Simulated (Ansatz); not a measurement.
Strain response of AlFe

Computed with Ansatz, DFT PBE, scalar-relativistic, plane waves, PAW. (420 eV cutoff, 18×18×18 k-mesh, Gaussian smearing of 0.10 eV, collinear spin)

Starting point, cell and atoms relaxed:

```xyz
2
Lattice="2.8743 0.0000 0.0000 0.0000 2.8743 0.0000 0.0000 0.0000 2.8743" Properties=species:S:1:pos:R:3 pbc="T T T"
Al    0.0000    0.0000    0.0000
Fe    1.4372    1.4372    1.4372
```

Deformation: biaxial strain in the a-b plane, with the length and tilt of c and the atoms relaxed, all within the symmetry that the strain leaves. Energies are extrapolated to zero smearing.

```tsv
strain (%)	ΔE (meV/atom)	a (Å)	b (Å)	c (Å)	moment (μB/cell)
-3.0	17.3	2.788	2.788	2.979	0.71
-2.0	7.5	2.817	2.817	2.942	0.71
-1.0	1.9	2.846	2.846	2.908	0.71
+0.0	0.0	2.874	2.874	2.874	0.71
+1.0	1.7	2.903	2.903	2.844	0.72
+2.0	6.7	2.932	2.932	2.814	0.73
+3.0	14.5	2.961	2.961	2.785	0.74
```

(1) What stiffness (1/V) d²E/dε² at zero strain does a cubic fit over all points give?

(2) How does the free axis c answer a small strain?

## Answers

(1) A cubic fit gives (1/V) d²E/dε² = 476 GPa at zero strain (twice the biaxial modulus).

(2) Between the innermost points its strain is -1.10 times the applied one.